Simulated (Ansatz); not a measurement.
# Zn: a slab and its surfaces, (0001), 6 layers, part 1 of 2

What do the surfaces of Zn (0001), 6 layers cost, and how tightly do they hold an electron? The runs shown use LAPW. Companion runs by PAW are cited. Its runs: bulk in the slab's orientation (LAPW); the reference run (LAPW); atoms relaxed (LAPW); field of 0.1 V/Å along the normal (LAPW).

Method: DFT, PBE, all-electron LAPW, scalar-relativistic, in Ansatz 0.2.0.

**1. The starting structure**

It takes space group P6_3/mmc (No. 194, hexagonal). Conventional cell: a = 2.636 Å, b = 2.636 Å, c = 5.093 Å, α = 90.00°, β = 90.00°, γ = 120.00°. Zn (site symmetry -6m2) is surrounded by 12 Zn at 2.64 to 2.97 Å.

Coordinates:

```xyz
2
Lattice="1.3178 -2.2825 0.0000 1.3178 2.2825 0.0000 0.0000 0.0000 5.0925" Properties=species:S:1:pos:R:3 pbc="T T T"
Zn    1.3178   -0.7608    1.2731
Zn    1.3178    0.7608    3.8194
```

Atoms are numbered in the order of the input: Zn1, Zn2.

**2. Bulk in the slab's orientation, LAPW**

The input, input.yaml:

```yaml
crystal:
  lattice:
    - [1.3178132724, -2.2825195425, 0.0]
    - [1.3178132723, 2.2825195426, 0.0]
    - [0.0, 0.0, 5.092537135]
  atoms:
    - { symbol: Zn, position: [0.666666667, 0.333333333, 0.25] }
    - { symbol: Zn, position: [0.333333333, 0.666666667, 0.75] }
kpoints:
  mp_grid: { grid: [16, 16, 7] }
scf:
  occupations: { method: fermi_dirac, width: 0.08 }
hamiltonian:
  xc: pbe
  pseudopotentials: { kind: all_electron, lapw: { basis_error: 0.001 } }
output:
  forces: true
  stress: true
  eigenvalues: true
```

Command:

```console
> ansatz run input.yaml --threads 2 --pin off --max-ram 4096MiB --backend cpu --events-out ev --progress --plain --runs-dir out
```

The program printed (excerpt; [...] marks lines left out):

```text
LAPW: plane waves up to 8.453 Å⁻¹, error target 1.0e-3 eV per atom; small_component_spin mean_spin; Zn in spheres of 1.318 Å, 20 of its electrons in bands, Dirac shells []
[...]
Pseudopotentials: kind: all_electron
Pseudopotential: Zn, LAPW, valence charge 20, Koelling and Harmon's equation, gaussian nucleus
Functional definition: PBE
[...]
Crystal: 2 atoms, lattice volume = 30.636 Å³
Basis set: ecut = 272.24213142774937 eV, 325 PW (Γ), exchange–correlation at level 2
Bands: 24, of which v1, the nominal top of the filled ones, is band 20 counted from 1 (19 counted from 0)
Symmetry: 24 space group operations
Space group: P63/mmc (ITA 194), of the structure as read, at distance tolerance 3.1e-5 Å
k-points: 120 of 1792
[...]
SCF iter   1: F=—  HF=-97746.268942 eV  |F-HF|=—  |Δ(HF+E_count)|=         —  Δρ=2.02e-2  dr2=7.80e-2  ethr=1.94e-4  ⟨swp⟩=3.0  Hψ=19029  notcnv=0
[...]
SCF iter   8: F=-97746.048512 eV  HF=-97746.048512 eV  |F-HF|=8.88e-9  |Δ(HF+E_count)|=   1.23e-8  Δρ=5.58e-6  dr2=1.12e-8  ethr=4.72e-10  ⟨swp⟩=2.0  Hψ=8292  notcnv=0
[...]
SCF converged after 8 iterations
Free energy (F): -97746.048512 eV
[...]
E sigma→0 (E₀):  -97746.043929 eV
Entropy (-TS):   -0.009165 eV (-4.582 meV/atom)
Fermi energy:    13.691157 eV
[...]
--- Forces (eV/Å), atoms counted from 1 ---
  atom   1  Zn    -0.00000000     0.00000000     0.00000000
  atom   2  Zn     0.00000000    -0.00000000     0.00000000
[...]
--- Stress (GPa, compression-positive) ---
        0.684745       0.000000       0.000000
        0.000000       0.684745       0.000000
        0.000000       0.000000      -1.115281
  P = ⅓ Tr σ = 0.0847 GPa (0.847 kbar)
--- Band table (eV; the first three rows and the last of 120) ---
  k-point 0: bands = ["-112.8089", "-112.8083", "-66.9731", "-66.9635", "-66.9439", "-66.9439", "-66.9429", "-66.9429", "3.3889", "5.1037", "5.8253", "6.0989", "6.0989", "6.1394", "6.1394", "6.5228", "6.5228", "6.6910", "6.6910", "9.9848", "10.2715", "25.9391", "29.7016", "31.8420"]
[...]
```

Wall time 13 s (2 threads of Arm Neoverse V1, shared host); peak memory 0.43 GiB.

Read from it: pressure 0.08 GPa; no gap.

**3. The slab**

The slab cell holds 6 atoms: a = 2.636 Å, b = 2.636 Å, c = 28.731 Å, α = 90.00°, β = 90.00°, γ = 120.00°.

**4. Slab as cut, LAPW**

The input, input.yaml:

```yaml
crystal:
  lattice:
    - [2.6356265446, 0.0, 0.0]
    - [-1.3178132723, 2.2825195426, 0.0]
    - [0.0, 0.0, 28.7313]
  atoms:
    - { symbol: Zn, position: [0.833333333, 0.166666667, 0.2784412324] }
    - { symbol: Zn, position: [0.166666667, 0.833333333, 0.3670647395] }
    - { symbol: Zn, position: [0.833333333, 0.166666667, 0.4556882465] }
    - { symbol: Zn, position: [0.166666667, 0.833333333, 0.5443117535] }
    - { symbol: Zn, position: [0.833333333, 0.166666667, 0.6329352605] }
    - { symbol: Zn, position: [0.166666667, 0.833333333, 0.7215587676] }
kpoints:
  mp_grid: { grid: [16, 16, 1] }
scf:
  occupations: { method: fermi_dirac, width: 0.08 }
hamiltonian:
  xc: pbe
  pseudopotentials: { kind: all_electron, lapw: { basis_error: 0.001 } }
output:
  forces: true
  stress: true
  eigenvalues: true
  populations: true
  dos: { projected: true, de: 0.2, e_range: [-14, 8] }
efield:
  axis: 3
  amplitude: 0
  dipole_correction: true
```

Command:

```console
> ansatz run input.yaml --threads 2 --pin off --max-ram 4096MiB --backend cpu --events-out ev --progress --plain --runs-dir out
```

The program printed:

```text
Zn: projections on atomic orbitals take those of the free atom 1s2 2s2 2p6 3s2 3p6 3d10 4s2, of charge +0.00 (hamiltonian.pseudopotentials.projection_atoms)
LAPW: plane waves up to 8.453 Å⁻¹, error target 1.0e-3 eV per atom; small_component_spin mean_spin; Zn in spheres of 1.318 Å, 20 of its electrons in bands, Dirac shells []
Engine: ansatz 0.2.0
Pseudopotentials: kind: all_electron
Pseudopotential: Zn, LAPW, valence charge 20, Koelling and Harmon's equation, gaussian nucleus
Functional definition: PBE
  parameter kappa = 0.804
  parameter beta = 0.06672455060314922
  exchange = pbe_x(kappa = kappa, mu = beta*pi^2/3)
  correlation = pbe_c(beta = beta)
Crystal: 6 atoms, lattice volume = 172.844 Å³
Basis set: ecut = 272.2421314350585 eV, 1817 PW (Γ), exchange–correlation at level 2
Bands: 72, of which v1, the nominal top of the filled ones, is band 60 counted from 1 (59 counted from 0)
Symmetry: 6 space group operations
k-points: 30 of 256 (time reversal used)
Non-local potential: Zn, projectors of the file, none
Initial density: superposition of atomic densities (neutral atoms: chi_scale 0, normalization atom)
Initial wavefunctions: plane waves of lowest kinetic energy (no species holds an atomic orbital)
Functional: x = pbe(κ = 0.804, μ = 0.2195149727645171), c = pbe(β = 0.06672455060314922)
iter 1 solved again at ethr=2.43e-4 eV; its pass at ethr=1.00e-1 eV (dr2=2.91e-1 eV) is discarded
SCF iter   1: F=—  HF=-293238.528792 eV  |F-HF|=—  |Δ(HF+E_count)|=         —  Δρ=1.51e-2  dr2=2.93e-1  ethr=2.43e-4  p=-0.000 e·Å  D=-1.12e-13 V/Å  ΔV_dip=0.00 eV  dr2_dipole=4.20e-25  V_vac-E_F(+/−)=4.34/4.34 eV  ⟨swp⟩=3.0  Hψ=14426  notcnv=0
efield: sawtooth ramp at fractional position 0.9500 (placed from the atoms, in the widest stretch of the axis that holds none; the zero of the levels goes with the place), width 0.1000; the density the first Hamiltonian is built on has a dipole p = 0.000 e·Å; the dipole correction subtracts the counter field D = 5.67e-14 V/Å, which shifts the + side's vacuum level by -0.00 eV against the − side's; the planar-averaged density in the ramp window peaks in size at 6.5e-7 e/Å³
preconditioner: auto → LDOS  [metal: Δε(μ)=0.003 eV  Ē_g=11.273 eV  σ=0.080 eV  W_gap=0.01  n_scr=22 (ndim 8)  ℏωp=24.0 eV  f_vac=0.452  D(μ)=1.59/eV (n_scr^D=10)  β→1.0]
iter 2 solved again at ethr=1.06e-5 eV; its pass at ethr=2.43e-4 eV (dr2=1.27e-2 eV) is discarded
SCF iter   2: F=—  HF=-293240.384292 eV  |F-HF|=—  |Δ(HF+E_count)|=    1.86e0  Δρ=2.72e-3  dr2=1.27e-2  ethr=1.06e-5  p=-0.000 e·Å  D=-1.42e-9 V/Å  ΔV_dip=0.00 eV  dr2_dipole=3.70e-16  V_vac-E_F(+/−)=4.34/4.34 eV  ⟨swp⟩=2.0  Hψ=12094  notcnv=0  recentre
SCF iter   3: F=—  HF=-293237.973437 eV  |F-HF|=—  |Δ(HF+E_count)|=    2.41e0  Δρ=6.17e-3  dr2=4.99e-2  ethr=1.06e-5  p=-0.000 e·Å  D=-3.04e-7 V/Å  ΔV_dip=0.00 eV  dr2_dipole=1.73e-11  V_vac-E_F(+/−)=4.27/4.27 eV  ⟨swp⟩=3.2  Hψ=7679  notcnv=0
SCF iter   4: F=—  HF=-293237.901033 eV  |F-HF|=—  |Δ(HF+E_count)|=   7.24e-2  Δρ=9.13e-4  dr2=1.21e-3  ethr=1.06e-5  p=-0.000 e·Å  D=-1.53e-7 V/Å  ΔV_dip=0.00 eV  dr2_dipole=1.82e-12  V_vac-E_F(+/−)=4.17/4.17 eV  ⟨swp⟩=3.0  Hψ=6946  notcnv=0
SCF iter   5: F=—  HF=-293237.902760 eV  |F-HF|=—  |Δ(HF+E_count)|=   1.73e-3  Δρ=2.50e-4  dr2=1.37e-4  ethr=1.01e-6  p=-0.000 e·Å  D=-5.28e-8 V/Å  ΔV_dip=0.00 eV  dr2_dipole=2.84e-14  V_vac-E_F(+/−)=4.12/4.12 eV  ⟨swp⟩=3.0  Hψ=6423  notcnv=0
SCF iter   6: F=—  HF=-293237.901605 eV  |F-HF|=—  |Δ(HF+E_count)|=   1.16e-3  Δρ=8.14e-5  dr2=1.10e-5  ethr=1.15e-7  p=-0.000 e·Å  D=-4.05e-8 V/Å  ΔV_dip=0.00 eV  dr2_dipole=4.69e-14  V_vac-E_F(+/−)=4.12/4.12 eV  ⟨swp⟩=3.0  Hψ=7010  notcnv=0
SCF iter   7: F=—  HF=-293237.901612 eV  |F-HF|=—  |Δ(HF+E_count)|=   7.01e-6  Δρ=2.11e-5  dr2=1.56e-6  ethr=9.20e-9  p=-0.000 e·Å  D=-2.27e-8 V/Å  ΔV_dip=0.00 eV  dr2_dipole=2.08e-14  V_vac-E_F(+/−)=4.12/4.12 eV  ⟨swp⟩=3.0  Hψ=6398  notcnv=0
SCF iter   8: F=—  HF=-293237.901612 eV  |F-HF|=—  |Δ(HF+E_count)|=   5.35e-7  Δρ=6.54e-6  dr2=1.26e-7  ethr=1.30e-9  p=-0.000 e·Å  D=-1.42e-8 V/Å  ΔV_dip=0.00 eV  dr2_dipole=1.17e-14  V_vac-E_F(+/−)=4.11/4.11 eV  ⟨swp⟩=3.0  Hψ=6392  notcnv=0
SCF iter   9: F=-293237.901612 eV  HF=-293237.901612 eV  |F-HF|=5.76e-8  |Δ(HF+E_count)|=   5.10e-7  Δρ=4.50e-6  dr2=4.06e-8  ethr=1.05e-10  p=-0.000 e·Å  D=-1.09e-8 V/Å  ΔV_dip=0.00 eV  dr2_dipole=6.71e-15  V_vac-E_F(+/−)=4.11/4.11 eV  ⟨swp⟩=3.0  Hψ=6539  notcnv=0
SCF 1 converged in 9 iterations: F = -293237.901612 eV  dr2 = 4.06e-8
SCF converged after 9 iterations
Free energy (F): -293237.901612 eV
Harris-Foulkes:  -293237.901612 eV  (|F-HF|=5.76e-8)
Internal energy: -293237.868804 eV  (E = F + TS)
E sigma→0 (E₀):  -293237.885208 eV
Entropy (-TS):   -0.032808 eV (-5.468 meV/atom)
Fermi energy:    5.313430 eV
Dipole field:    D = -0.000000 V/Å  (p = -0.000000 e·Å, saw-weighted, corrected)
Work function:   Φ+ = 4.1138 eV   Φ− = 4.1138 eV
Levels:          The Fermi level and band energies are counted from a zero that moves with the ramp; work functions are not
--- Per-component energies (eV) ---
  E_band       = -4264.777089
  E_kinetic    = 298632.306216
  E_xc         = -11699.902800
  E_efield     = 0.000000  (sawtooth field / dipole correction)
  E_electrostatic = -580170.272221  (all electrons and nuclei)
  E_smearing   = -0.032808  (= −TS)
  E_closure    = 0.000000  (closes the sum)
  E_atoms      = -293231.489433  (free atoms, spherical and without spin; not in F)
  Σ components = -293237.901612   (vs F -293237.901612, Δ=0.00e0)
  Basis errors (estimates in eV, not in F): energy 3.1e-4 per atom: plane waves 2.9e-4 (1.6e-4 summed), levels above the bands 4.3e-36, relativity 1.7e-8, radial functions 1.6e-5, core shells 1.0e-10; eigenvalues (radial functions only) 1.7e-6; not estimated: angular momenta, meshes, grids; target (lapw.basis_error) 1.0e-3; muffin-tin radii Zn 1.318 Å
--- Forces (eV/Å), atoms counted from 1 ---
  atom   1  Zn     0.00000000     0.00000000     0.02228021
  atom   2  Zn    -0.00000000    -0.00000000     0.07095828
  atom   3  Zn     0.00000000     0.00000000    -0.05953234
  atom   4  Zn     0.00000000    -0.00000000     0.05953223
  atom   5  Zn     0.00000000     0.00000000    -0.07095832
  atom   6  Zn    -0.00000000    -0.00000000    -0.02228023
  max |Σ_I F_I| component: 1.68e-7 eV/Å
--- Stress (GPa, compression-positive) ---
       -0.516160      -0.000000      -0.000000
       -0.000000      -0.516160      -0.000000
       -0.000000      -0.000000      -0.622012
  P = ⅓ Tr σ = -0.5514 GPa (-5.514 kbar)
--- Band table (eV; the first three rows and the last of 30) ---
  k-point 0: bands = ["-121.0996", "-121.0993", "-121.0906", "-121.0906", "-120.9710", "-120.9710", "-75.2609", "-75.2565", "-75.2502", "-75.2498", "-75.2350", "-75.2350", "-75.2345", "-75.2345", "-75.2247", "-75.2247", "-75.2247", "-75.2247", "-75.1420", "-75.1420", "-75.1006", "-75.1006", "-75.1006", "-75.1006", "-4.7609", "-4.3666", "-3.8248", "-3.3720", "-3.1785", "-3.1590", "-2.4452", "-2.3723", "-2.1907", "-2.1907", "-2.1804", "-2.1804", "-2.1776", "-2.1648", "-2.1648", "-2.1549", "-2.1549", "-2.0343", "-2.0343", "-2.0343", "-2.0343", "-1.7479", "-1.7479", "-1.7026", "-1.7026", "-1.6535", "-1.6535", "-1.6259", "-1.6150", "-1.6150", "-1.5372", "-1.5372", "-1.5369", "-1.5369", "-0.5542", "0.9507", "2.5041", "4.5150", "6.5622", "8.3530", "9.0800", "9.9109", "10.1313", "11.8575", "11.9342", "14.1106", "14.4971", "16.6222"]
  k-point 1: bands = ["-121.0995", "-121.0992", "-121.0905", "-121.0905", "-120.9708", "-120.9708", "-75.2607", "-75.2564", "-75.2501", "-75.2497", "-75.2363", "-75.2358", "-75.2354", "-75.2349", "-75.2259", "-75.2259", "-75.2250", "-75.2250", "-75.1418", "-75.1418", "-75.1019", "-75.1019", "-75.1010", "-75.1010", "-4.6424", "-4.2505", "-3.7169", "-3.2866", "-3.1106", "-3.0985", "-2.4320", "-2.3643", "-2.2101", "-2.1980", "-2.1890", "-2.1750", "-2.1697", "-2.1624", "-2.1526", "-2.1371", "-2.1273", "-2.0503", "-2.0497", "-2.0067", "-2.0067", "-1.8274", "-1.7698", "-1.7572", "-1.7097", "-1.7025", "-1.6865", "-1.6579", "-1.6165", "-1.5869", "-1.5630", "-1.5403", "-1.5398", "-1.4107", "-0.4348", "1.0365", "2.6649", "4.6378", "6.6766", "8.4631", "9.1931", "10.0249", "10.2432", "11.9711", "12.0454", "14.2262", "14.6065", "16.7439"]
  k-point 2: bands = ["-121.0992", "-121.0989", "-121.0901", "-121.0901", "-120.9705", "-120.9705", "-75.2602", "-75.2561", "-75.2498", "-75.2494", "-75.2398", "-75.2393", "-75.2363", "-75.2358", "-75.2294", "-75.2294", "-75.2259", "-75.2259", "-75.1415", "-75.1415", "-75.1054", "-75.1054", "-75.1019", "-75.1019", "-4.2935", "-3.9120", "-3.4117", "-3.0610", "-2.9336", "-2.9302", "-2.4003", "-2.3459", "-2.2568", "-2.2422", "-2.2217", "-2.2045", "-2.1946", "-2.0899", "-2.0849", "-2.0814", "-2.0729", "-2.0577", "-2.0480", "-1.9959", "-1.9281", "-1.9278", "-1.9038", "-1.7874", "-1.7817", "-1.7284", "-1.7154", "-1.6704", "-1.6559", "-1.6219", "-1.5740", "-1.5491", "-1.5480", "-1.1489", "-0.1250", "1.2917", "3.1267", "5.0045", "7.0182", "8.7926", "9.5321", "10.3656", "10.5782", "12.3104", "12.3767", "14.5699", "14.9301", "17.1011"]
  k-point 29: bands = ["-121.0960", "-121.0960", "-121.0871", "-121.0871", "-120.9675", "-120.9675", "-75.2600", "-75.2597", "-75.2563", "-75.2558", "-75.2541", "-75.2537", "-75.2494", "-75.2494", "-75.2467", "-75.2467", "-75.2456", "-75.2456", "-75.1382", "-75.1382", "-75.1255", "-75.1255", "-75.1216", "-75.1216", "-2.4845", "-2.4404", "-2.4055", "-2.3661", "-2.3631", "-2.3272", "-2.3050", "-2.2983", "-2.2898", "-2.2603", "-2.2020", "-2.1750", "-2.1469", "-2.1396", "-2.1230", "-2.0337", "-2.0303", "-2.0119", "-1.9848", "-1.9496", "-1.9365", "-1.9128", "-1.8436", "-1.8134", "-1.7257", "-1.6656", "-1.6348", "-1.6184", "-1.5947", "-1.5886", "4.7234", "5.1221", "5.7473", "6.4041", "6.6139", "6.6559", "6.7862", "7.0886", "7.7366", "7.8218", "8.0481", "8.7039", "8.7194", "9.0713", "9.6996", "9.8099", "10.7937", "11.0811"]
--- Löwdin populations: 6 sites ---
  site symbol       q [e]
     0     Zn     29.4403
     1     Zn     29.4556
     2     Zn     29.4449
     3     Zn     29.4449
     4     Zn     29.4556
     5     Zn     29.4403
  spilling = 0.018436 (of n_electrons = 180.000000)
```

Wall time 2.4 min (2 threads of Arm Neoverse V1, shared host); peak memory 0.87 GiB.

Result: no gap; largest force 0.071 eV/Å; work function 4.11 eV.

States per cell, counted by energy window (eV from the Fermi level, on a grid of 0.20 eV):

| from | to | total | Zn 3d | Zn 4s |
| --- | --- | --- | --- | --- |
| -10 | -9 | 0.38 | 0.01 | 0.36 |
| -9 | -8 | 3.59 | 2.44 | 1.13 |
| -8 | -7 | 37.93 | 36.82 | 0.98 |
| -7 | -6 | 20.30 | 19.65 | 0.62 |
| -6 | -5 | 1.32 | 0.36 | 0.91 |
| -5 | -4 | 1.37 | 0.21 | 1.05 |
| -4 | -3 | 1.58 | 0.16 | 1.20 |
| -3 | -2 | 1.74 | 0.10 | 1.08 |
| -2 | -1 | 1.78 | 0.06 | 0.86 |
| -1 | 0 | 1.88 | 0.04 | 0.58 |
| 0 | 1 | 1.24 | 0.02 | 0.30 |
| 1 | 2 | 2.18 | 0.04 | 0.82 |
| 2 | 3 | 2.37 | 0.03 | 0.63 |
| 3 | 4 | 2.51 | 0.02 | 0.42 |
| 4 | 5 | 2.91 | 0.01 | 0.29 |

(Continued in part 2 of 2.)
